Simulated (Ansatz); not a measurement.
All numbers below come from Ansatz 0.2.0, DFT r2SCAN, scalar-relativistic, plane waves, PAW.

Plane waves to 500 eV, a k mesh through Γ of 10×10×14 on the computed 2-atom cell and Gaussian smearing (0.10 eV); no spin polarisation.

Structure with the computed forces (eV/Å) in the last three columns:

```xyz
2
Lattice="3.5473 -3.1261 -0.2002 3.5473 3.1261 -0.2002 -1.4093 0.0000 3.2579" Properties=species:S:1:pos:R:3:forces:R:3 pbc="T T T" pressure_GPa=-1.21
Bi    1.5501    0.0000    0.1323    0.0060    0.0000    0.2230
Bi    4.1351    0.0000    2.7253   -0.0060    0.0000   -0.2230
```

Stress tensor (GPa, compression positive):

```
-2.23  0.00  0.91
 0.00  1.65  0.00
 0.91  0.00 -3.06
```

Spin–orbit coupling is left out, which can shift energies with elements as heavy as these.

This form isn't the element's structure at ambient conditions.